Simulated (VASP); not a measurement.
**A VASP 6.6.1 single-point calculation on ZnSe**

INCAR

```
LCHARG = .FALSE.
PREC = Accurate
ENCUT = 520
LWAVE = .FALSE.
IBRION = -1
ISIF = 2
LASPH = .TRUE.
EDIFF = 1E-7
ISMEAR = -1
NBANDS = 21
NSW = 0
GGA = PE
NELM = 93
LREAL = .FALSE.
SIGMA = 0.02
```

KPOINTS

```
KPOINTS created by Atomic Simulation Environment
0
Gamma
8 8 8
0 0 0
```

POSCAR

```
Zn Se
 1.0000000000000000
     0.0000000000000000    2.6907996505999998    2.6907996505999998
     2.6907996505999998    0.0000000000000000    2.6907996505999998
     2.6907996505999998    2.6907996505999998    0.0000000000000000
 Zn  Se
   1   1
Cartesian
  0.0000000000000000  0.0000000000000000  0.0000000000000000
  1.3453998252999999  1.3453998252999999  1.3453998252999999
```

The recommended PBE PAW datasets give the neutral cell 18 valence electrons.

Command

```
mpirun -np 1 vasp_std
```

Question: Predict the outcome of this run.

Answer: It converged. Results: gap between bands v and c on the k mesh 1.96 eV; least direct gap on the k mesh 1.96 eV; pressure 17.0 GPa. Band v is the last that the valence electrons fill when counted band by band, and c is the next.

OSZICAR

```
N       E                     dE             d eps       ncg     rms          rms(c)
DAV:   1     0.110649070589E+03    0.11065E+03   -0.81905E+03  1223   0.103E+03
DAV:   2     0.337928197307E+01   -0.10727E+03   -0.97298E+02  1249   0.251E+02
DAV:   3    -0.585422398118E+01   -0.92335E+01   -0.91016E+01  1434   0.654E+01
DAV:   4    -0.596584300994E+01   -0.11162E+00   -0.11154E+00  1419   0.699E+00
DAV:   5    -0.596615698904E+01   -0.31398E-03   -0.31397E-03  1403   0.386E-01    0.645E+00
DAV:   6    -0.569220270827E+01    0.27395E+00   -0.36890E-01  1604   0.203E+01    0.475E+00
DAV:   7    -0.566535188742E+01    0.26851E-01   -0.13061E-01  1411   0.311E+00    0.198E+00
DAV:   8    -0.566431479471E+01    0.10371E-02   -0.56095E-03  1725   0.112E+00    0.471E-01
DAV:   9    -0.566435350511E+01   -0.38710E-04   -0.15812E-03  1398   0.243E-01    0.596E-02
DAV:  10    -0.566441296909E+01   -0.59464E-04   -0.13105E-04  1419   0.810E-02    0.416E-02
DAV:  11    -0.566444340671E+01   -0.30438E-04   -0.41856E-05  1318   0.367E-02    0.211E-02
DAV:  12    -0.566444455498E+01   -0.11483E-05   -0.76477E-07  1401   0.541E-03    0.488E-03
DAV:  13    -0.566444455098E+01    0.40025E-08   -0.64505E-07  1351   0.669E-03
   1 F= -.56644446E+01 E0= -.56644446E+01  d E =-.531346E-11
```

For comparison, a separate PBE run of the intended cell, on usual settings and not on those above, gives a gap of 1.96 eV on its mesh and a pressure of 17.0 GPa.
